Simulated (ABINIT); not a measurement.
Set up this calculation in ABINIT 10.8.3 (patched build), as the native input.

```yaml
Task: equation of state
Functional: RPBE
Potentials_or_basis: JTH PAW PBE v2.0
Cutoff: 544 eV
k_mesh: 7 × 7 × 7
Occupations: fermi-dirac, width 0.05 eV
Spin: no spin polarisation
Fine-grid_cutoff: 1088.46 eV
Exchange_and_correlation_inside_the_PAW_spheres: full angular mesh (pawxcdev 0, this build's default; the released program takes 1)
```

The system is ScAl3.

```xyz
4
Lattice="4.0878 0.0000 0.0000 0.0000 4.0878 0.0000 0.0000 0.0000 4.0878" Properties=species:S:1:pos:R:3 pbc="T T T"
Sc    0.0000    0.0000    0.0000
Al    2.0439    2.0439    0.0000
Al    0.0000    2.0439    2.0439
Al    2.0439    0.0000    2.0439
```

The cell is a database's computed one.

These files were run (other wordings do the same):

run.abi

```
ndtset 7
getwfk -1
scalecart1 3*0.9795861087
scalecart2 3*0.9864848297
scalecart3 3*0.9932883884
scalecart4 3*1.0000000000
scalecart5 3*1.0066227096
scalecart6 3*1.0131594038
scalecart7 3*1.0196128224

pp_dirpath "./"
pseudos "Sc.GGA_PBE-JTH.xml, Al.GGA_PBE-JTH.xml"

acell 4.08780657 4.08780657 4.08780657 Angstrom
rprim
     1.0000000000     0.0000000000     0.0000000000
     0.0000000000     1.0000000000     0.0000000000
     0.0000000000     0.0000000000     1.0000000000
ntypat 2
znucl 21 13
natom 4
typat 1 2 2 2
xred
     0.0000000000     0.0000000000     0.0000000000
     0.5000000000     0.5000000000     0.0000000000
     0.0000000000     0.5000000000     0.5000000000
     0.5000000000     0.0000000000     0.5000000000

ecut 20.0
pawecutdg 40.0

kptopt 1
ngkpt 7 7 7
nshiftk 1
shiftk 0.0 0.0 0.0

ixc 15

nband 14
occopt 3
tsmear 0.05 eV

nstep 100
tolvrs 1.0e-9

iomode 3
prtwf 1
prtden 0
prteig 0
prtebands 0
enunit 1
```

Potentials or basis: JTH PAW PBE v2.0.

Run with:

```sh
$ abinit run.abi > log 2>&1
```

It gave:

```json
{
 "Equilibrium volume": "17.64 Å³/atom",
 "Bulk modulus": "84 GPa",
 "Pressure derivative of the bulk modulus": "4.0"
}
```

Caveat: pressures at fixed basis lie under the slope of the energies; the PAW data sets were made with another functional, which shifts forces and pressure a little.

It took 120 s on 1 thread of Arm Neoverse V1 (shared host), peak memory 0.16 GiB.
